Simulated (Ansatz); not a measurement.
A series in volume per atom on Pt

All results are calculated (Ansatz 0.2.0 development build). Equation of state of a cubic crystal from periodic Kohn-Sham density functional theory without spin; pressure corrected for the finite basis.

Cell of the first row (space group Pm-3m, No. 221):
```
CELL_PARAMETERS angstrom
2.57210 0.00000 0.00000
0.00000 2.57210 0.00000
0.00000 0.00000 2.57210
ATOMIC_POSITIONS crystal
Pt 0.00000 0.00000 0.00000
```

Settings of every row: formula Pt; structure type simple cubic; functional PBE; spin treatment none; k mesh 21x21x21; occupation method fermi-dirac; occupation width 0.061225619 eV; wave cutoff 700 eV; datasets soft-1 PAW; density cutoff ratio 4.

Limits: a cubic model structure, not a phase known at ambient conditions; modest k-mesh, values are not fully converged in k; the SCF threshold is loose for a stress in some rows; no spin-orbit coupling, which can matter with elements this heavy.

```
row  volume per atom (Å³)  energy above lowest point (meV/atom)  pressure (GPa)
  1                17.016                                  40.3          13.126
  2                17.378                                 16.52           8.032
  3                17.741                                  3.53           3.562
  4                18.102                                     0          -0.355
  5                18.465                                  4.77          -3.792
  6                18.827                                     ?               ?
  7                19.189                                 35.27          -9.451
```

Question: what energy above lowest point and pressure should row 6 give?

Worked fit of energy above lowest point. Take u = (V_r/V)^(2/3) − 1 with V_r = 17.922 Å³ an atom, which is twice the finite (Eulerian) strain; such expansions in the strain, on which the Birch-Murnaghan equation of state is built, carry the rest volume and the bulk modulus. The shown rows have u = 0.03519, 0.02076, 0.00679, -0.00664, -0.0197, -0.04452. Least squares give energy above lowest point = 0.654 + 257.69 × u + 24055.1 × u² + 18029 × u³ meV/atom; a parabola predicts inner rows, each left out in turn, worse (root mean square 0.36 against 0.019 meV/atom). The rows lie off it by 0.00, -0.01, 0.01, 0.00, -0.01, 0.00. Its lowest point lies at u = -0.0054, or V = 18.07 Å³ an atom, and the curvature there gives the bulk modulus at fixed shape and fractions, B = (4/9)(1 + u)² E″(u)/V = 185 GPa. The withheld row has u = -0.03231, so the fit gives 0.654 + 257.69 × (-0.03231) + 24055.1 × (-0.03231)² + 18029 × (-0.03231)³ = 16.83 meV/atom.

The calculation gave 16.82 meV/atom. The fit lies 0.01 meV/atom (0.025 % of the column's range) above it, one unit of the last digit.

Worked fit of pressure. Take u = (V_r/V)^(2/3) − 1 with V_r = 17.922 Å³ an atom, which is twice the finite (Eulerian) strain; such expansions in the strain, on which the Birch-Murnaghan equation of state is built, carry the rest volume and the bulk modulus. The shown rows have u = 0.03519, 0.02076, 0.00679, -0.00664, -0.0197, -0.04452. Least squares give pressure = 1.5347 + 290.649 × u + 1050.1 × u² + 1440 × u³ GPa; a parabola predicts inner rows, each left out in turn, worse (root mean square 0.029 against 0.0079 GPa). The rows lie off it by 0.000, -0.002, 0.005, -0.006, 0.003, 0.000 (root mean square 0.0035 GPa). The pressure vanishes at u = -0.0054, or V = 18.07 Å³ an atom, and there the bulk modulus at fixed shape and fractions is B = −V dP/dV = (2/3)(1 + u) dP/du = 185 GPa. The withheld row has u = -0.03231, so the fit gives 1.5347 + 290.649 × (-0.03231) + 1050.1 × (-0.03231)² + 1440 × (-0.03231)³ = -6.809 GPa.

The calculation gave -6.81 GPa. The fit lies 0.001 GPa (0.0044 % of the column's range) above it, one unit of the last digit.
